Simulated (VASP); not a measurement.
P, a slab with vacuum:

```xyz
4
Lattice="3.2837 0.0000 0.0000 0.0000 34.8570 0.0000 0.0000 0.0000 4.6321" Properties=species:S:1:pos:R:3 pbc="T T T"
P     1.6419   33.8204    4.2052
P     1.6419    1.0366    0.4268
P     0.0000    1.0366    1.8892
P     0.0000   33.8204    2.7429
```

The slab is cut from a database's or a generator's crystal, which needn't be the stable form of the element.

Base run:

* Program: VASP 6.6.1
* Functional: HSE03
* Potentials or basis: VASP PAW PBE potentials, release 64 (P)
* Cutoff: 520 eV
* k mesh: 6 × 1 × 4
* Occupations: gaussian, width 0.02 eV
* Spin: no spin polarisation

Its results: band gap on the k mesh 1.45 eV, direct; largest force 0.128 eV/Å.

Task: The run is repeated on the same cell with these changes: functional from HSE03 to HSE06. What comes out?

Result: Band gap on the k mesh 1.64 eV, direct; largest force 0.139 eV/Å.

Caveats: the PAW data sets were made with another functional, which shifts forces and pressure a little.
